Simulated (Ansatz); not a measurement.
# SnO2: the cost of one run

Method: DFT PBEsol, scalar-relativistic, plane waves, PAW, in Ansatz 0.2.0.

1 further run of the same task is left out (set aside as unsound or not needed).

**1. Starting point**

The structure is tetragonal, space group P4_2/mnm (No. 136). Conventional cell: a = 4.769 Å, b = 4.769 Å, c = 3.212 Å, α = 90.00°, β = 90.00°, γ = 90.00°. Sn (site symmetry mmm) has 6 O at 2.07 Å in its first shell of neighbours. O (site symmetry m2m) has 3 Sn at 2.07 Å in its first shell of neighbours.

Structure file:

```
Sn O
1.0
     4.76897    0.00000    0.00000
     0.00000    4.76897    0.00000
     0.00000    0.00000    3.21207
Sn O
2 4
Cartesian
  0.0000 0.0000 0.0000
  2.3845 2.3845 1.6060
  1.4606 1.4606 0.0000
  0.9239 3.8451 1.6060
  3.3083 3.3083 0.0000
  3.8451 0.9239 1.6060
```

It is the result of an earlier relaxation at this level (volume 12.18 Å³/atom; gap on the mesh: 0.92 eV).

Bulk energy on matching settings, from an earlier run: -2357.1780 eV/atom.

**2. Cutting the (100) slab**

Planes are indexed in the bulk's conventional cell (P4_2/mnm (No. 136)), a = 4.769 Å, b = 4.769 Å, c = 3.212 Å, α = 90.00°, β = 90.00°, γ = 90.00°.

Cut from the relaxed bulk: a (100) slab, 16.2 Å thick as cut, with 15 Å of vacuum; its outer planes are O (top) and O (bottom).

The slab as cut. Layers, bottom to top:

```csv
plane,atoms per cell,height over the lowest (Å)
1,O,0.00
2,Sn,0.92
3,O,1.85
4,O,2.38
5,Sn,3.31
6,O,4.23
7,O,4.77
8,Sn,5.69
9,O,6.62
10,O,7.15
11,Sn,8.08
12,O,9.00
13,O,9.54
14,Sn,10.46
15,O,11.39
16,O,11.92
17,Sn,12.85
18,O,13.77
19,O,14.31
20,Sn,15.23
21,O,16.15
```

**3. The slab as cut, atoms at the bulk's places**

A dipole layer in the vacuum cancels the field that periodic copies would set up if the slab's two faces differ.

input.yaml reads:

```yaml
crystal:
  lattice:
    - [3.2120684289, 0.0, 0.0]
    - [0.0, 4.7689689799, 0.0]
    - [0.0, 0.0, 31.154629608]
  atoms:
    - { symbol: O, position: [0.0, 0.3062765059, 0.2407346868] }
    - { symbol: Sn, position: [0.5, 0.5, 0.2703887493] }
    - { symbol: O, position: [0.0, 0.6937234941, 0.3000428118] }
    - { symbol: O, position: [0.5, 0.1937234941, 0.3172717703] }
    - { symbol: Sn, position: [0.0, 0.0, 0.3469258329] }
    - { symbol: O, position: [0.5, 0.8062765059, 0.3765798954] }
    - { symbol: O, position: [0.0, 0.3062765059, 0.3938088539] }
    - { symbol: Sn, position: [0.5, 0.5, 0.4234629164] }
    - { symbol: O, position: [0.0, 0.6937234941, 0.4531169789] }
    - { symbol: O, position: [0.5, 0.1937234941, 0.4703459375] }
    - { symbol: Sn, position: [0.0, 0.0, 0.5] }
    - { symbol: O, position: [0.5, 0.8062765059, 0.5296540625] }
    - { symbol: O, position: [0.0, 0.3062765059, 0.5468830211] }
    - { symbol: Sn, position: [0.5, 0.5, 0.5765370836] }
    - { symbol: O, position: [0.0, 0.6937234941, 0.6061911461] }
    - { symbol: O, position: [0.5, 0.1937234941, 0.6234201046] }
    - { symbol: Sn, position: [0.0, 0.0, 0.6530741671] }
    - { symbol: O, position: [0.5, 0.8062765059, 0.6827282297] }
    - { symbol: O, position: [0.0, 0.3062765059, 0.6999571882] }
    - { symbol: Sn, position: [0.5, 0.5, 0.7296112507] }
    - { symbol: O, position: [0.0, 0.6937234941, 0.7592653132] }
basis:
  ecutwfc: 420
kpoints:
  mp_grid: { grid: [8, 6, 1] }
hamiltonian:
  xc: pbesol
scf:
  occupations: { method: gaussian, width: 0.05 }
output:
  forces: true
  stress: true
  eigenvalues: true
  write_density: true
  write_potential: true
  elf: true
  volumetric_format: npy
efield:
  axis: 3
  dipole_correction: true
  ramp_width: 0.04
```

Command:

```bash
> ansatz run input.yaml --threads 2 --pin off --max-ram 5120MiB --backend cpu --events-out ev --progress --plain --runs-dir out
```

What time and memory should one allow on 2 threads of Arm Neoverse N1, shared host?

About 2.9 min, with a peak of 1.3 GiB.
